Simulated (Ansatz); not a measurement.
# AlGaN2: the cell at several levels of theory

Aim: relax AlGaN2 as one 4-atom ordering (R-3m) on the rocksalt lattice with PBE and r2SCAN and see how far the functionals disagree on the cell. This is a trial cell built on a prototype, not taken from a measured structure, and it needn't be the compound's ground state.

Program: Ansatz 0.2.0. PAW datasets, plane waves, zero pressure. Spin-unpolarised throughout. Whether this structure exists isn't addressed.

### Step 1. The cell

This is the cell as the run starts from it, not yet at rest; its lengths are not the crystal's.

The symmetry is R-3m (No. 166, trigonal); a = 2.732 Å, c = 13.383 Å in the conventional setting, 7.21 Å³ an atom. Al has 6 N at 1.93 Å; Ga has 6 N at 1.93 Å; N has 3 Al at 1.93 Å and 3 Ga at 1.93 Å.

As a file:

```cif
data_structure
_symmetry_space_group_name_H-M 'R-3m:H'
_symmetry_Int_Tables_number 166
_cell_length_a 2.7318
_cell_length_b 2.7318
_cell_length_c 13.3830
_cell_angle_alpha 90.000
_cell_angle_beta 90.000
_cell_angle_gamma 120.000
_cell_volume 86.49
loop_
_atom_site_label
_atom_site_type_symbol
_atom_site_symmetry_multiplicity
_atom_site_Wyckoff_symbol
_atom_site_fract_x
_atom_site_fract_y
_atom_site_fract_z
_atom_site_occupancy
Al1 Al 3 a 0.00000 0.00000 0.00000 1
Ga1 Ga 3 b 0.66667 0.33333 0.83333 1
N1 N 6 c 0.33333 0.66667 0.91667 1
```

### Step 2. Relaxation with PBE

Input file input.yaml:

```yaml
crystal:
  lattice:
    - [1.3658976631, 0.7886013835, 4.4610030873]
    - [-1.3658976631, 0.7886013835, 4.4610030873]
    - [0.0, -1.577202767, 4.4610030873]
  atoms:
    - { symbol: Al, position: [1.0, 0.0, 0.0] }
    - { symbol: Ga, position: [0.5, 0.5, 0.5] }
    - { symbol: "N", position: [0.25, 0.25, 0.25] }
    - { symbol: "N", position: [0.75, 0.75, 0.75] }
kpoints:
  mp_grid: { grid: [10, 10, 10] }
hamiltonian:
  xc: pbe
scf:
  occupations: { method: fermi_dirac, width: 0.02 }
relax:
  f_tol: 0.005
  cell: {}
```

Launch:

```
$ ansatz run input.yaml --threads 2 --pin off --max-ram 2211MiB --backend cpu --events-out ev --progress --plain --runs-dir out
```

After this run come: Relaxing with r2SCAN.

What does the calculation give? Wanted: for each run, a; c; volume; space group; SCF geometries.

**Answer**, as computed:

| level | a (Å) | c (Å) | volume (Å³/atom) | space group | SCF geometries |
| --- | --- | --- | --- | --- | --- |
| PBE | 2.949 | 14.457 | 9.077 | R-3m | 11 |
| r2SCAN | 2.921 | 14.312 | 8.810 | R-3m | 6 |

In words: The first relaxation changed the volume by +25.9 % from the start. r2SCAN gives the smallest cell and PBE the largest; they differ by 3.0 % in volume, a mean of 1.0 % in length.
